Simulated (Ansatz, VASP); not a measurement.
**C in VASP and in Ansatz**

```
C
1.0
     0.00000    1.74297    1.74297
     1.74297    0.00000    1.74297
     1.74297    1.74297    0.00000
C
2
Direct
  0.50000 0.50000 0.50000
  0.75000 0.75000 0.75000
```

Alike in both runs: task single point; functional PBE; k mesh 12 × 12 × 12; occupations gaussian, width 0.02 eV; no spin polarisation.

```csv
,VASP,Ansatz
version,VASP 6.6.1,Ansatz 0.2.0
potentials or method,"VASP PAW PBE potentials, release 64 (C)","scalar-relativistic, plane waves, PAW"
plane-wave cutoff (eV),520,420
valence electrons in the cell,8,8
```

|  | VASP | Ansatz | Ansatz less VASP |
| --- | --- | --- | --- |
| gap on the k mesh at the Fermi level (eV) | 4.31 | 4.32 | +0.008 |
| least direct gap on the mesh (eV) | 5.78 | 5.79 | +0.006 |
| pressure (GPa) | 37.0 | 36.0 | -0.98 |

Caveats: so large a pressure means that the cell lies far from this level's equilibrium, or that cutoff or potentials fall short (VASP).
